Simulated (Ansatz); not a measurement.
# ZrS2: the cost of one run

The runs shown are made with Ansatz 0.2.0. G0W0, plane waves. Computed at 0 K without zero-point motion; spin polarisation is off.

## (1) The structure to begin with

The cell was relaxed beforehand with r2SCAN+rVV10.

The symmetry is P-3m1 (No. 164, trigonal); conventional cell a = 3.674 Å, c = 5.857 Å, 22.83 Å³ an atom. Around Zr lie 6 S at 2.57 Å; around S lie 3 Zr at 2.57 Å.

Structure file:

```cif
data_structure
_symmetry_space_group_name_H-M 'P 1'
_symmetry_Int_Tables_number 1
_cell_length_a 3.6744
_cell_length_b 3.6744
_cell_length_c 5.8571
_cell_angle_alpha 90.000
_cell_angle_beta 90.000
_cell_angle_gamma 120.000
_cell_volume 68.48
loop_
_atom_site_label
_atom_site_type_symbol
_atom_site_fract_x
_atom_site_fract_y
_atom_site_fract_z
_atom_site_occupancy
Zr1 Zr 0.00000 0.00000 0.00000 1
S1 S 0.66667 0.33333 0.75376 1
S2 S 0.33333 0.66667 0.24624 1
```

## (2) 111 empty bands, 80 eV

input.yaml reads:

```yaml
crystal:
  lattice:
    - [3.6743619249, 0.0, 0.0]
    - [-1.8371809625, 3.1820907696, 0.0]
    - [0.0, 0.0, 5.8571358083]
  atoms:
    - { symbol: Zr, position: [0.0, 0.0, 0.0] }
    - { symbol: S, position: [0.6666666667, 0.3333333333, 0.7537648221] }
    - { symbol: S, position: [0.3333333333, 0.6666666667, 0.2462351779] }
kpoints:
  mp_grid: { grid: [6, 6, 2] }
hamiltonian:
  xc: pbe
scf:
  occupations: { method: fixed }
gw:
  n_empty_bands: 111
  ecut_chi: 80
  qp_bands: [v2, c2]
  qp_kpoints: band_edges
  screening: { model: contour_deformation }
```

Started as:

```sh
$ ansatz run input.yaml --threads 4 --pin off --max-ram 5529MiB --backend cpu --events-out ev --progress --plain --runs-dir out
```

What time and memory should one allow on 4 threads of Arm Neoverse V2, shared host?

About 11 s, with a peak of 0.41 GiB.
